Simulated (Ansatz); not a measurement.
One atom moved along a line in MoS₂

The calculation used Ansatz, DFT PBEsol, scalar-relativistic, plane waves, PAW. Cutoff 420 eV, Γ-centred 8×12×12 k-points, Gaussian smearing of 0.15 eV. No spin polarisation. Energies are free energies at this smearing, counted from the undisturbed cell; pressure is positive in compression.

The starting cell (relaxed at this level; this form isn't the usual structure):

```xyz
12
Lattice="0.0000 0.0000 6.1247 3.1412 5.4407 0.0000 -6.2824 0.0000 0.0000" Properties=species:S:1:pos:R:3 pbc="T T T"
Mo   -3.1412    0.0000    3.0624
Mo    0.0000    0.0000    3.0624
Mo   -1.5706    2.7203    3.0624
Mo    1.5706    2.7203    3.0624
S    -3.1412    1.8136    1.4764
S     0.0000    1.8136    1.4764
S    -1.5706    4.5339    1.4764
S     1.5706    4.5339    1.4764
S    -1.5706    0.9068    4.6483
S    -4.7118    0.9068    4.6483
S     0.0000    3.6271    4.6483
S    -3.1412    3.6271    4.6483
```

The cell holds layers and no dispersion correction was added, so their binding is poorly described.

Atom 5 (S) is moved by x along the Cartesian unit vector (0.000, 0.000, 1.000); the cell and all other atoms stay fixed. The cell is metallic on the mesh throughout.

```
  x (Å)  ΔE (meV/cell)
-0.3000          458.6
-0.1500          130.4
 0.0000            0.0
 0.2250          377.6
```

Task: Predict the force along x on the moved atoms (eV/Å) at each point.

Result:
```csv
x (Å),force along x on the moved atoms (eV/Å)
-0.3000,2.65
-0.1500,1.63
0.0000,0.00
0.2250,-3.54
```

Cost: 4 runs of about 13 core-minutes in all, on Arm Neoverse V1 (shared hosts).